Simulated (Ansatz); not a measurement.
A crystal relaxed with r2SCAN in Ansatz 0.2.0 has space group P6_422 (No. 181) and a = 5.059 Å, c = 5.541 Å.

| atom | site | x | y | z |
| --- | --- | --- | --- | --- |
| Si | 3c | 0.0000 | 0.5000 | 0.3333 |
| Xx | 6j | 0.5835 | 0.7918 | 0.8333 |

The r2SCAN gap is indirect, 6.29 eV (Γ–A (0.85 of the way from Γ) to Γ), below the direct gap of 6.49 eV at Γ. With HSE06 the valence top lies at Γ–A (0.85 of the way from Γ) and the conduction bottom at Γ, 7.50 eV higher; the smallest vertical gap, at Γ, is 7.69 eV. With PBE0 the valence top lies at Γ–A (0.85 of the way from Γ) and the conduction bottom at Γ, 8.26 eV higher; the smallest vertical gap, at Γ, is 8.46 eV. Meshes: r2SCAN 6×6×6, HSE06 6×6×4, PBE0 6×6×4. r2SCAN's ε∞ is 2.3 along all three axes, to this precision.

Task: Which element is Xx?
A. O
B. S
C. Se
D. Te

Result: A. Xx is O: SiO2 (P6_422) from a database of computed structures. Si is surrounded by 4 O at 1.61 Å; O is surrounded by 2 Si at 1.61 Å.

No spin polarisation and no zero-point or thermal motion.

Where an edge lies off the special points, it is a point of the mesh or the k point where a search put PBE's edge or least direct gap, reused for the other functionals, whose own edges may lie a little apart.

The meshes of the hybrids are coarse, so their gaps aren't converged to the digits shown.
